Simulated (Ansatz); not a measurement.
How settings move the G0W0 gap of BeTe (h-MgO type)

BeTe (h-MgO type) (it has left that coordination), relaxed with r2SCAN; one-shot G0W0 in Ansatz without spin-orbit coupling. Values at 0 K without nuclear motion; spin polarisation is off, and the phase may be a hypothetical one.

```
Be Te
1.0
     4.03085    0.00000    0.00000
    -2.01543    3.49082    0.00000
     0.00000    0.00000    8.14404
Be Te
2 2
Direct
  0.33333 0.66667 0.25000
  0.66667 0.33333 0.75000
  0.66667 0.33333 0.25000
  0.33333 0.66667 0.75000
```

Gaps are read over the mesh points alone. G0W0 here is at a finite number of bands, screening cutoff and k mesh, not at the basis limit.
```
 start  potentials      frequency model   mesh  empty bands  screening cutoff (eV)  Kohn-Sham gap (eV)  G0W0 gap (eV)       rough cost
   PBE         PAW  contour deformation  6×6×2          431                    140                2.73           3.81   8 core-minutes
   PBE         PAW  contour deformation  6×6×2          791                    210                2.73           3.86  40 core-minutes
 HSE06         PAW  contour deformation  6×6×2          431                    140                3.57           4.22  28 core-minutes
   LDA         PAW  contour deformation  6×6×2          431                    140                2.65           3.72   8 core-minutes
r2SCAN         PAW  contour deformation  6×6×2          431                    140                3.24           4.08   8 core-minutes
   PBE         PAW     Godby-Needs pole  6×6×2          431                    140                2.73           3.84  12 core-minutes
   PBE         PAW  contour deformation  6×6×2          186                     80                2.73           3.69  90 core-seconds
```

The quasiparticle gap on this mesh is 3.86 eV (k = (1/6, 1/3, 0) to H), against 2.73 eV from PBE: +1.13 eV. Renormalisation factors Z lie between 0.74 and 0.78.

Raising bands and cutoff together moves the gap by +0.12 eV (80 to 140 eV), then +0.05 eV (140 to 210 eV); the last step is still large, so the basis limit isn't reached. Starting from HSE06 (3.57 eV against PBE's 2.73 eV) gives 4.22 eV, +0.41 eV from G0W0@PBE at the same screening cutoff. Starting from LDA (2.65 eV against PBE's 2.73 eV) gives 3.72 eV, -0.09 eV from G0W0@PBE at the same screening cutoff. Starting from r2SCAN (3.24 eV against PBE's 2.73 eV) gives 4.08 eV, +0.27 eV from G0W0@PBE at the same screening cutoff. The Godby-Needs plasmon pole differs from contour deformation by +0.03 eV. r2SCAN runs take a wave cutoff of 500 eV.

Coordinates of k points refer to the reciprocal vectors of the primitive cell of the runs.
